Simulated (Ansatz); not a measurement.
Geometry optimisation in Ansatz: input, command and trajectory.

```yaml
crystal:
  lattice:
    - [4.8463180847, 0.0, 0.0]
    - [-2.4231590423, 4.1970345762, 0.0]
    - [0.0, 0.0, 5.4543305143]
  atoms:
    - { symbol: Si, position: [0.0, 0.5, 0.3333333333] }
    - { symbol: Si, position: [0.5, 0.5, 0.6666666667] }
    - { symbol: Si, position: [0.5, 0.0, 0.0] }
    - { symbol: O, position: [0.6013908948, 0.8006954474, 0.8333333333] }
    - { symbol: O, position: [0.8006954474, 0.6013908948, 0.5] }
    - { symbol: O, position: [0.8006954474, 0.1993045526, 0.1666666667] }
    - { symbol: O, position: [0.3986091052, 0.1993045526, 0.8333333333] }
    - { symbol: O, position: [0.1993045526, 0.3986091052, 0.5] }
    - { symbol: O, position: [0.1993045526, 0.8006954474, 0.1666666667] }
basis:
  ecutwfc: 420
kpoints:
  mp_grid: { grid: [6, 6, 4] }
hamiltonian:
  xc: pbe
scf:
  occupations: { method: gaussian, width: 0.02 }
output:
  forces: true
  stress: true
  eigenvalues: true
relax:
  adjacent_minimum: "off"
  f_tol: 0.01
  max_steps: 30
  cell: { stress_tol: 0.1, fix: [volume] }
```

```bash
ansatz run input.yaml --threads 2 --pin off --max-ram 5120MiB --backend cpu --events-out ev --progress --plain --runs-dir out
```

Computed with DFT PBE, scalar-relativistic, plane waves, PAW (Ansatz 0.2.0).

The volume is held at 0.88 times that of the relaxed cell.

Of 6 frames 5 are shown, positions in Å and forces in eV/Å; the SCF threshold varies from step to step. Steps run on the plane waves of an earlier cell, with a Pulay correction in the pressure. The basis is chosen afresh for the last frame, the zero of the energies, and at times for earlier ones too; energy and pressure can step there, also at an unchanged geometry. Where two frames share a geometry here, they differ by under 2 meV/atom and 0.3 GPa.

```xyz
9
Lattice="4.8463 0.0000 0.0000 -2.4232 4.1970 0.0000 0.0000 0.0000 5.4543" Properties=species:S:1:pos:R:3:forces:R:3 pbc="T T T" step=1 free_energy_over_end_meV_per_atom=3.62 pressure_GPa=22.01
Si   -1.2116    2.0985    1.8181    0.0000    0.0000    0.0000
Si    1.2116    2.0985    3.6362    0.0000    0.0000    0.0000
Si    2.4232    0.0000    0.0000    0.0000    0.0000    0.0000
O     0.9743    3.3605    4.5453    0.2863    0.1653    0.0000
O     2.4232    2.5241    2.7272    0.0000    0.3306    0.0000
O     3.3975    0.8365    0.9091    0.2863   -0.1653    0.0000
O     1.4488    0.8365    4.5453   -0.2863   -0.1653    0.0000
O     0.0000    1.6730    2.7272    0.0000   -0.3306    0.0000
O    -0.9743    3.3605    0.9091   -0.2863    0.1653    0.0000
9
Lattice="4.8423 0.0000 0.0000 -2.4211 4.1935 0.0000 0.0000 0.0000 5.4634" Properties=species:S:1:pos:R:3:forces:R:3 pbc="T T T" step=2 free_energy_over_end_meV_per_atom=2.73 pressure_GPa=21.62
Si   -1.2106    2.0968    1.8211    0.0000    0.0000    0.0000
Si    1.2106    2.0968    3.6423    0.0000    0.0000    0.0000
Si    2.4211    0.0000    0.0000    0.0000    0.0000    0.0000
O     0.9771    3.3598    4.5529    0.2475    0.1429    0.0000
O     2.4211    2.5261    2.7317    0.0000    0.2857    0.0000
O     3.3982    0.8337    0.9106    0.2475   -0.1429    0.0000
O     1.4441    0.8337    4.5529   -0.2475   -0.1429    0.0000
O     0.0000    1.6675    2.7317    0.0000   -0.2857    0.0000
O    -0.9771    3.3598    0.9106   -0.2475    0.1429    0.0000
9
Lattice="4.8144 0.0000 0.0000 -2.4072 4.1694 0.0000 0.0000 0.0000 5.5268" Properties=species:S:1:pos:R:3:forces:R:3 pbc="T T T" step=3 free_energy_over_end_meV_per_atom=0.06 pressure_GPa=19.15
Si   -1.2036    2.0847    1.8423    0.0000    0.0000    0.0000
Si    1.2036    2.0847    3.6845    0.0000    0.0000    0.0000
Si    2.4072    0.0000    0.0000    0.0000    0.0000    0.0000
O     0.9943    3.3537    4.6057    0.0017    0.0010    0.0000
O     2.4072    2.5379    2.7634    0.0000    0.0020    0.0000
O     3.4015    0.8158    0.9211    0.0017   -0.0010    0.0000
O     1.4129    0.8158    4.6057   -0.0017   -0.0010    0.0000
O     0.0000    1.6315    2.7634    0.0000   -0.0020    0.0000
O    -0.9943    3.3537    0.9211   -0.0017    0.0010    0.0000
9
Lattice="4.8144 0.0000 0.0000 -2.4072 4.1694 0.0000 0.0000 0.0000 5.5268" Properties=species:S:1:pos:R:3:forces:R:3 pbc="T T T" step=4 free_energy_over_end_meV_per_atom=0.02 pressure_GPa=19.16
Si   -1.2036    2.0847    1.8423    0.0000    0.0000    0.0000
Si    1.2036    2.0847    3.6845    0.0000    0.0000    0.0000
Si    2.4072    0.0000    0.0000    0.0000    0.0000    0.0000
O     0.9943    3.3537    4.6057    0.0018    0.0011    0.0000
O     2.4072    2.5379    2.7634    0.0000    0.0021    0.0000
O     3.4015    0.8158    0.9211    0.0018   -0.0011    0.0000
O     1.4129    0.8158    4.6057   -0.0018   -0.0011    0.0000
O     0.0000    1.6315    2.7634    0.0000   -0.0021    0.0000
O    -0.9943    3.3537    0.9211   -0.0018    0.0011    0.0000
9
Lattice="4.8091 0.0000 0.0000 -2.4045 4.1648 0.0000 0.0000 0.0000 5.5391" Properties=species:S:1:pos:R:3:forces:R:3 pbc="T T T" step=6 free_energy_over_end_meV_per_atom=0.00 pressure_GPa=19.05
Si   -1.2023    2.0824    1.8464    0.0000    0.0000    0.0000
Si    1.2023    2.0824    3.6927    0.0000    0.0000    0.0000
Si    2.4045    0.0000    0.0000    0.0000    0.0000    0.0000
O     0.9940    3.3504    4.6159    0.0002    0.0001    0.0000
O     2.4045    2.5360    2.7695    0.0000    0.0003    0.0000
O     3.3985    0.8144    0.9232    0.0002   -0.0001    0.0000
O     1.4106    0.8144    4.6159   -0.0002   -0.0001    0.0000
O     0.0000    1.6288    2.7695    0.0000   -0.0003    0.0000
O    -0.9940    3.3504    0.9232   -0.0002    0.0001    0.0000
```

It took 41 s on 2 threads of Arm Neoverse N1, with other jobs on the host, peak memory 0.36 GiB.